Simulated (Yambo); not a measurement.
# Al (Fm-3m) in Yambo: further runs

One crystal, Al, is run at these levels: PBE; tasks: Hartree-Fock levels, G0W0 quasiparticle levels.

Program: Yambo 5.3.0. These are calculated values, not measurements. Logs are shortened: lines on timing, memory, paths and dates and some standing lists are left out, and cuts for length are marked.

## Step 1: The crystal as given

The structure is cubic, space group Fm-3m (No. 225). The conventional cell has a = 4.050 Å, b = 4.050 Å, c = 4.050 Å, α = 90.00°, β = 90.00°, γ = 90.00°. Al (site symmetry m-3m) has 12 Al at 2.86 Å as nearest neighbours.

## Step 2: Hartree-Fock levels, PBE

Contents of hf1.in:

```
rim_cut
HF_and_locXC
RandQpts= 1000000
RandGvec= 50 RL
EXXRLvcs= 40 Ry
VXCRLvcs= 40 Ry
% QPkrange
 1 | 29 | 1 | 5 |
%
```

Contents of scf.in:

```
&CONTROL
  calculation = 'scf'
  prefix = 'pwscf'
  outdir = './tmp'
  pseudo_dir = './pseudo'
/
&SYSTEM
  ibrav = 0
  nat = 1
  ntyp = 1
  ecutwfc = 40
  nbnd = 6
  occupations = 'smearing'
  smearing = 'fd'
  degauss = 0.00367493
  force_symmorphic = .true.
/
&ELECTRONS
  conv_thr = 2d-10
  electron_maxstep = 120
  mixing_beta = 0.5
/
ATOMIC_SPECIES
Al    26.9815 Al.upf
CELL_PARAMETERS angstrom
   0.0000000000    2.0248050000    2.0248050000
   2.0248050000    0.0000000000    2.0248050000
   2.0248050000    2.0248050000    0.0000000000
ATOMIC_POSITIONS crystal
Al     0.0000000000    0.0000000000    0.0000000000
K_POINTS automatic
12 12 12 0 0 0
```

Contents of nscf.in:

```
&CONTROL
  calculation = 'nscf'
  prefix = 'pwscf'
  outdir = './tmp'
  pseudo_dir = './pseudo'
/
&SYSTEM
  ibrav = 0
  nat = 1
  ntyp = 1
  ecutwfc = 40
  nbnd = 152
  occupations = 'smearing'
  smearing = 'fd'
  degauss = 0.00367493
  force_symmorphic = .true.
/
&ELECTRONS
  conv_thr = 1d-08
  diago_full_acc = .true.
  diago_thr_init = 1d-06
/
ATOMIC_SPECIES
Al    26.9815 Al.upf
CELL_PARAMETERS angstrom
   0.0000000000    2.0248050000    2.0248050000
   2.0248050000    0.0000000000    2.0248050000
   2.0248050000    2.0248050000    0.0000000000
ATOMIC_POSITIONS crystal
Al     0.0000000000    0.0000000000    0.0000000000
K_POINTS automatic
8 8 8 0 0 0
```

Potentials or basis: PseudoDojo 0.4.1 SR PBE standard.

The run is started by

```sh
> OMP_NUM_THREADS=1 pw.x -in scf.in > scf.out
> OMP_NUM_THREADS=1 pw.x -in nscf.in > nscf.out
> cd tmp/pwscf.save; p2y; mv SAVE ../..; cd ../..
> OMP_NUM_THREADS=1 yambo
> mkdir -p hf1; ln -s $PWD/g0w00/ndb.RIM hf1/
> OMP_NUM_THREADS=1 yambo -F hf1.in -J hf1 -C hf1_out
```

Yambo's report:

```text
[... sections 02.01 to 02.04 as in the set-up run ...]

  [02.05] Energies & Occupations
  ==============================

  [X] === General ===
  [X] Electronic Temperature                        :  0.258606E-1   300.100    [eV K]
  [X] Bosonic    Temperature                        :  0.258606E-1   300.100    [eV K]
  [X] Finite Temperature mode                       : yes
  [X] El. density                                   :  0.18069E+24 [cm-3]
  [X] Fermi Level                                   :  7.953656 [eV]

  [X] === Gaps and Widths ===
  [X] Conduction Band Min                           :  7.953656 [eV]
  [X] Valence Band Max                              :  7.953656 [eV]
  [X] Filled Bands                                  :  1
  [X] Metallic Bands                                :  2  3
  [X] Empty Bands                                   :    4  152

  [X] === Metallic Characters ===
  [X] N of el / N of met el                         :  3.000000  0.977381
  [X] Average metallic occ.                         :  0.122173

  [WARNING] [X] Metallic system

 [03] Transferred momenta grid and indexing
 ==========================================

 IBZ Q-points                                      :  29
 BZ  Q-points                                      :   512

 K/Q-points units:
 rlu = crystal or reduced units; cc = cartesian coordinates; iku = interal k-units

 Q [ 1]         [rlu]:  0.000000  0.000000  0.000000
 Q [ 2]         [rlu]: -0.18791E-17 -0.18791E-17  0.12500
 Q [ 3]         [rlu]: -0.73335E-18 -0.73335E-18  0.25000
 Q [ 4]         [rlu]: -0.11687E-16 -0.11687E-16  0.37500
 Q [ 5]         [rlu]:  0.14667E-17  0.14667E-17 -0.50000
 Q [ 6]         [rlu]:  0.14302E-17  0.12500      0.12500
 Q [ 7]         [rlu]:  0.89740E-17  0.12500      0.25000
 Q [ 8]         [rlu]: -0.73335E-18  0.12500      0.37500
 Q [ 9]         [rlu]: -0.56372E-17  0.12500      0.50000
 Q [10]         [rlu]:  0.14667E-17  0.12500     -0.37500
 Q [11]         [rlu]:  0.11687E-16  0.12500     -0.25000
 Q [12]         [rlu]:  0.73335E-18  0.12500     -0.12500
 Q [13]         [rlu]:  0.28604E-17  0.25000      0.25000
 Q [14]         [rlu]: -0.18791E-17  0.25000      0.37500
 Q [15]         [rlu]:  0.17948E-16  0.25000      0.50000
[... 12 lines left out ...]
 Q [28]         [rlu]:  0.125000 -0.500000 -0.375000
 Q [29]         [rlu]:  0.250000 -0.500000 -0.250000

 [04] Coloumb potential Random Integration (RIM)
 ===============================================

 Summary of Coulomb integrals for non-metallic bands |Q|[au] RIM/Bare

 Q [1] 0.100000E-4 0.995870 * Q [2] 0.177762 1.065375
 Q [6] 0.205262 1.063621 * Q [12] 0.290284 1.025346
 Q [7] 0.340388 1.019240 * Q [3] 0.355524 1.016906
 Q [13] 0.410523 1.013309 * Q [11] 0.447357 1.010248
 Q [22] 0.458979 1.010321 * Q [8] 0.502786 1.008591
 Q [14] 0.533285 1.007725 * Q [4] 0.533285 1.007625
 Q [17] 0.580568 1.006045 * Q [23] 0.607172 1.005893
 Q [10] 0.615785 1.005323 * Q [18] 0.615785 1.005754
 Q [25] 0.649094 1.005160 * Q [9] 0.672995 1.004832
 Q [15] 0.680776 1.004727 * Q [5] 0.711047 1.003970
 Q [19] 0.732931 1.004075 * Q [16] 0.732931 1.003747
 Q [27] 0.740081 1.003686 * Q [24] 0.768019 1.003401
 Q [26] 0.788322 1.003523 * Q [21] 0.821047 1.003144
 Q [28] 0.846315 1.002983 * Q [20] 0.870851 1.002644
 Q [29] 0.917958 1.002553

 [05] Local Exchange-Correlation + Non-Local Fock
 ================================================

 [VXC] Plane waves :   537
 [EXS] Plane waves :   537

 QP @ state[ 1 ] K range:   1  29
 QP @ state[ 1 ] b range:   1   5

 [WF-HF/Rho loader] Normalization (few states)  min/max  :  0.37836E-16   1.0000

 [xc] Functional : Perdew, Burke & Ernzerhof(X)+Perdew, Burke & Ernzerhof(C)
 [xc] LIBXC used to calculate xc functional
  PP Number of Atomic Species                      :  1
  NLCC RL compoments                               :   3839
  PP Number of Atomic Species                      :  1
  NLCC RL compoments                               :   3839
 [WR./hf1//ndb.HF_and_locXC]-----------------------------------------------------
  Brillouin Zone Q/K grids (IBZ/BZ)                :    29   512    29   512
  RL vectors                                       :   725 [WF]
  Fragmentation                                    : no
  Electronic Temperature                           :  300.1000 [K]
  Bosonic    Temperature                           :  300.1000 [K]
  Green`s function   wavefunctions                 : Perdew, Burke & Ernzerhof(X)+Perdew, Burke & Ernzerhof(C)
  Total number of QP states                        :  145
  Exchange RL vectors                              :   537
  Exchange summation bands                         :  3
  RIM RL components                                :   51
  RIM random points                                :  1000000

 [xc] E_xc :  -0.800674 [Ha]
      E_xc :  -1.601348 [Ry]

  Local XC kind (lXC) : Perdew, Burke & Ernzerhof(X)+Perdew, Burke & Ernzerhof(C)
  Non-Local XC kind (nlXC) : Hartree-Fock

  Corrections @ K [1] :  [eV]
 <1|nlXC|1> = -15.97477 -0.13904E-17 <1|lXC|1> = -9.455422  0.79835E-19
 <2|nlXC|2> = -2.689268 -0.56850E-18 <2|lXC|2> = -9.560329 -0.18889E-15
 <3|nlXC|3> = -2.689267 -0.58481E-18 <3|lXC|3> = -9.560329 -0.12412E-18
 <4|nlXC|4> = -2.689269  0.26041E-18 <4|lXC|4> = -9.560329  0.94333E-16
 <5|nlXC|5> = -2.419456 -0.82120E-18 <5|lXC|5> = -9.335947  0.56594E-15

  Corrections @ K [2] :  [eV]
 <1|nlXC|1> = -15.77728  0.30143E-17 <1|lXC|1> = -9.455137  0.18900E-15
 <2|nlXC|2> = -3.481393  0.11966E-17 <2|lXC|2> = -9.487904 -0.47409E-16
 <3|nlXC|3> = -2.802270  0.43793E-18 <3|lXC|3> = -9.484767 -0.70624E-16
 <4|nlXC|4> = -2.802272  0.13530E-17 <4|lXC|4> = -9.484767  0.38419E-16
 <5|nlXC|5> = -2.564063  0.98000E-18 <5|lXC|5> = -9.419871  0.94416E-16

  Corrections @ K [3] :  [eV]
 <1|nlXC|1> = -15.16638 -0.12183E-16 <1|lXC|1> = -9.454422 -0.37804E-15
 <2|nlXC|2> = -5.090274 -0.75933E-18 <2|lXC|2> = -9.471159 -0.23502E-16
 <3|nlXC|3> = -2.920944 -0.10415E-17 <3|lXC|3> = -9.462927 -0.10029E-15
 <4|nlXC|4> = -2.920945 -0.82419E-18 <4|lXC|4> = -9.462927  0.59030E-16
 <5|nlXC|5> = -2.645805  0.21285E-18 <5|lXC|5> = -9.396559 -0.94404E-16

  Corrections @ K [4] :  [eV]
 <1|nlXC|1> = -14.07044  0.14856E-16 <1|lXC|1> = -9.453482  0.47267E-16
 <2|nlXC|2> = -9.367334 -0.12591E-18 <2|lXC|2> = -9.462568 -0.23728E-16
 <3|nlXC|3> = -2.937795  0.11536E-17 <3|lXC|3> = -9.453830  0.11583E-16
 <4|nlXC|4> = -2.937801 -0.94784E-19 <4|lXC|4> = -9.453830 -0.63561E-21
 <5|nlXC|5> = -2.624692 -0.25515E-18 <5|lXC|5> = -9.443879 -0.35412E-16

  Corrections @ K [5] :  [eV]
 <1|nlXC|1> = -12.36949 -0.11586E-16 <1|lXC|1> = -9.402441  0.28325E-15
 <2|nlXC|2> = -12.21424 -0.11361E-18 <2|lXC|2> = -9.510621 -0.35495E-16
 <3|nlXC|3> = -2.874054 -0.15838E-17 <3|lXC|3> = -9.461667  0.82405E-16
 <4|nlXC|4> = -2.874056  0.44144E-18 <4|lXC|4> = -9.461667  0.60081E-17
 <5|nlXC|5> = -2.787865  0.12099E-17 <5|lXC|5> = -9.433489  0.35414E-16

  Corrections @ K [6] :  [eV]
 <1|nlXC|1> = -15.71053 -0.13954E-17 <1|lXC|1> = -9.455039 -0.94380E-16
 <2|nlXC|2> = -3.087369  0.11942E-17 <2|lXC|2> = -9.466325  0.11785E-16
 <3|nlXC|3> = -3.087370  0.80431E-18 <3|lXC|3> = -9.466325 -0.23336E-16
 <4|nlXC|4> = -3.255777 -0.20522E-17 <4|lXC|4> = -9.579737 -0.18865E-15
 <5|nlXC|5> = -2.576767  0.48194E-18 <5|lXC|5> = -9.300873 -0.18887E-15

  Corrections @ K [7] :  [eV]
 <1|nlXC|1> = -15.23518 -0.24413E-17 <1|lXC|1> = -9.454474  0.18889E-15
 <2|nlXC|2> = -4.324355  0.33980E-17 <2|lXC|2> = -9.483182  0.25021E-16
 <3|nlXC|3> = -3.298113  0.18730E-17 <3|lXC|3> = -9.458072 -0.11772E-15
 <4|nlXC|4> = -3.117571 -0.56623E-18 <4|lXC|4> = -9.462959  0.35372E-16
 <5|nlXC|5> = -2.812744  0.29966E-18 <5|lXC|5> = -9.434358 -0.11849E-16
[... 120 lines left out ...]
  Corrections @ K [25] :  [eV]
 <1|nlXC|1> = -13.03842 -0.13764E-16 <1|lXC|1> = -9.455290  0.59038E-16
 <2|nlXC|2> = -6.037219 -0.28569E-17 <2|lXC|2> = -9.520925  0.18891E-15
 <3|nlXC|3> = -5.106515  0.69601E-17 <3|lXC|3> = -9.374456 -0.35402E-16
 <4|nlXC|4> = -4.820856  0.31871E-17 <4|lXC|4> = -9.439474  0.94253E-16
 <5|nlXC|5> = -3.108959  0.33349E-18 <5|lXC|5> = -9.517216 -0.10036E-16

  Corrections @ K [26] :  [eV]
 <1|nlXC|1> = -11.36457  0.81608E-17 <1|lXC|1> = -9.461348  0.30104E-17
 <2|nlXC|2> = -9.749028  0.19300E-16 <2|lXC|2> = -9.469474 -0.47198E-16
 <3|nlXC|3> = -6.089037  0.67491E-17 <3|lXC|3> = -9.411439 -0.85832E-17
 <4|nlXC|4> = -5.002500  0.18531E-17 <4|lXC|4> = -9.439992 -0.26268E-16
 <5|nlXC|5> = -2.871119  0.88240E-18 <5|lXC|5> = -9.452830 -0.26553E-16

  Corrections @ K [27] :  [eV]
 <1|nlXC|1> = -12.03216 -0.58661E-17 <1|lXC|1> = -9.453797 -0.94419E-16
 <2|nlXC|2> = -9.488308 -0.45981E-17 <2|lXC|2> = -9.519705  0.72275E-16
 <3|nlXC|3> = -6.049135 -0.60374E-17 <3|lXC|3> = -9.366031  0.11778E-16
 <4|nlXC|4> = -4.494192 -0.11581E-17 <4|lXC|4> = -9.441009  0.61843E-16
 <5|nlXC|5> = -2.675084  0.32493E-18 <5|lXC|5> = -9.426715  0.34570E-16

  Corrections @ K [28] :  [eV]
 <1|nlXC|1> = -11.04829 -0.49184E-17 <1|lXC|1> = -9.519139  0.94412E-16
 <2|nlXC|2> = -8.881674  0.64218E-17 <2|lXC|2> = -9.346429 -0.94444E-16
 <3|nlXC|3> = -6.484017 -0.53379E-17 <3|lXC|3> = -9.521285 -0.11709E-16
 <4|nlXC|4> = -5.122508  0.61557E-17 <4|lXC|4> = -9.403117  0.41395E-16
 <5|nlXC|5> = -3.206922 -0.10330E-17 <5|lXC|5> = -9.515925 -0.48122E-16

  Corrections @ K [29] :  [eV]
 <1|nlXC|1> = -10.02688 -0.35165E-17 <1|lXC|1> = -9.519725  0.18872E-15
 <2|nlXC|2> = -10.02687  0.75517E-17 <2|lXC|2> = -9.519725 -0.23600E-16
 <3|nlXC|3> = -6.639244  0.39213E-17 <3|lXC|3> = -9.272400 -0.23603E-15
 <4|nlXC|4> = -6.135153 -0.45446E-17 <4|lXC|4> = -9.468482  0.35472E-16
 <5|nlXC|5> = -2.402084 -0.10553E-17 <5|lXC|5> = -9.514574 -0.16526E-15

  [05.01] Hartree-Fock occupations report
  =======================================

  [Hartree-Fock] === General ===
  [Hartree-Fock] Electronic Temperature             :  0.258606E-1   300.100    [eV K]
  [Hartree-Fock] Bosonic    Temperature             :  0.258606E-1   300.100    [eV K]
  [Hartree-Fock] Finite Temperature mode            : yes
  [Hartree-Fock] El. density                        :  0.18069E+24 [cm-3]
  [Hartree-Fock] Fermi Level                        :  7.953656 [eV]

  [Hartree-Fock] === Gaps and Widths ===
  [Hartree-Fock] Conduction Band Min                :  7.953656 [eV]
  [Hartree-Fock] Valence Band Max                   :  7.953656 [eV]
  [Hartree-Fock] Filled Bands                       :  1
  [Hartree-Fock] Metallic Bands                     :  2  3
  [Hartree-Fock] Empty Bands                        :    4  152

  [Hartree-Fock] === Metallic Characters ===
  [Hartree-Fock] N of el / N of met el              :  3.000000  0.977381
  [Hartree-Fock] Average metallic occ.              :  0.122173

  [WARNING] [Hartree-Fock] Metallic system
```

It took 37 s on 1 thread of Arm Neoverse V2, shared host; peak memory 0.23 GiB.

What came out:

```
Band gap on the k mesh, mean-field level : none (metal or under the smearing width)
```

Quasiparticle terms (eV):
```
              k point  band  Kohn-Sham level    Vxc      Σx  Σc  Z  result
(0.000, 0.000, 0.000)     1           -11.18  -9.46  -15.97   -  -  -17.70
(0.000, 0.000, 0.000)     2            12.49  -9.56   -2.69   -  -   19.36
(0.000, 0.000, 0.000)     3            12.49  -9.56   -2.69   -  -   19.36
(0.000, 0.000, 0.000)     4            12.49  -9.56   -2.69   -  -   19.36
(0.000, 0.000, 0.000)     5            13.92  -9.34   -2.42   -  -   20.84
(0.000, 0.000, 0.125)     1           -10.76  -9.46  -15.78   -  -  -17.08
(0.000, 0.000, 0.125)     2             8.20  -9.49   -3.48   -  -   14.20
(0.000, 0.000, 0.125)     3            11.53  -9.48   -2.80   -  -   18.22
(0.000, 0.000, 0.125)     4            11.53  -9.48   -2.80   -  -   18.22
(0.000, 0.000, 0.125)     5            14.56  -9.42   -2.56   -  -   21.41
(0.000, 0.000, 0.250)     1            -9.50  -9.45  -15.17   -  -  -15.21
(0.000, 0.000, 0.250)     2             3.34  -9.47   -5.09   -  -    7.72
(0.000, 0.000, 0.250)     3            10.77  -9.46   -2.92   -  -   17.31
(0.000, 0.000, 0.250)     4            10.77  -9.46   -2.92   -  -   17.31
(0.000, 0.000, 0.250)     5            14.20  -9.40   -2.65   -  -   20.95
(0.000, 0.000, 0.375)     1            -7.42  -9.45  -14.07   -  -  -12.04
(0.000, 0.000, 0.375)     2            -0.95  -9.46   -9.37   -  -   -0.86
(0.000, 0.000, 0.375)     3            10.68  -9.45   -2.94   -  -   17.19
(0.000, 0.000, 0.375)     4            10.68  -9.45   -2.94   -  -   17.19
(0.000, 0.000, 0.375)     5            12.62  -9.44   -2.62   -  -   19.44
```

(Continued in part 2 of 2.)
